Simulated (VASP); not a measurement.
BeTe in VASP 6.6.1, single-point calculation

INCAR

```
ENCUT = 520
NBANDS = 11
LWAVE = .FALSE.
ISMEAR = -1
NELM = 120
ALGO = Normal
LREAL = .FALSE.
GGA = AM
IBRION = -1
SIGMA = 0.02
LASPH = .TRUE.
ISIF = 2
LCHARG = .FALSE.
PREC = Accurate
NSW = 0
EDIFF = 1E-7
```

KPOINTS

```
KPOINTS created by Atomic Simulation Environment
0
Gamma
8 8 8
0 0 0
```

POSCAR

```
Be Te
 1.0000000000000000
     3.3650594852277229    0.0000000000000000   -0.0000000000000000
    -0.0000000000000000    3.3650594852277229    0.0000000000000000
     0.0000000000000000    0.0000000000000000    3.3650594852277229
 Be  Te
   1   1
Cartesian
 -0.0000000000000000  0.0000000000000000  0.0000000000000000
  1.6825297426138615  1.6825297426138615  1.6825297426138615
```

The recommended PBE PAW datasets give the neutral cell 8 valence electrons.

Command

```
mpirun -np 1 vasp_std
```

**Question.** How does this run end, and what does it give?

**Answer.** It converged. Results: gap between bands v and c on the k mesh -2.31 eV (bands overlap: a metal); least direct gap on the k mesh 0.15 eV; pressure -3.1 GPa. Band v is the last that the valence electrons fill when counted band by band, and c is the next.

OSZICAR

```
N       E                     dE             d eps       ncg     rms          rms(c)
DAV:   1     0.180074851187E+02    0.18007E+02   -0.33796E+03   770   0.588E+02
DAV:   2    -0.481281353488E+01   -0.22820E+02   -0.21536E+02   992   0.916E+01
DAV:   3    -0.581377302438E+01   -0.10010E+01   -0.99682E+00   946   0.190E+01
DAV:   4    -0.582273888180E+01   -0.89659E-02   -0.89649E-02   896   0.228E+00
DAV:   5    -0.582286927410E+01   -0.13039E-03   -0.13039E-03   970   0.287E-01    0.873E+00
DAV:   6    -0.581516100982E+01    0.77083E-02   -0.42887E-03   910   0.343E-01    0.538E+00
DAV:   7    -0.581078751513E+01    0.43735E-02   -0.59855E-03   890   0.537E-01    0.222E-01
DAV:   8    -0.581073868961E+01    0.48826E-04   -0.27846E-04   916   0.812E-02    0.118E-01
DAV:   9    -0.581072951554E+01    0.91741E-05   -0.18030E-05   932   0.280E-02    0.754E-02
DAV:  10    -0.581073048559E+01   -0.97004E-06   -0.11339E-06   911   0.560E-03    0.275E-03
DAV:  11    -0.581073046360E+01    0.21985E-07   -0.39708E-08   595   0.138E-03
   1 F= -.58107305E+01 E0= -.58097927E+01  d E =-.187551E-02
```

For comparison, a separate r²SCAN run of the intended cell, on usual settings and not on those above, gives a gap of -2.37 eV on its mesh and a pressure of 0.0 GPa.
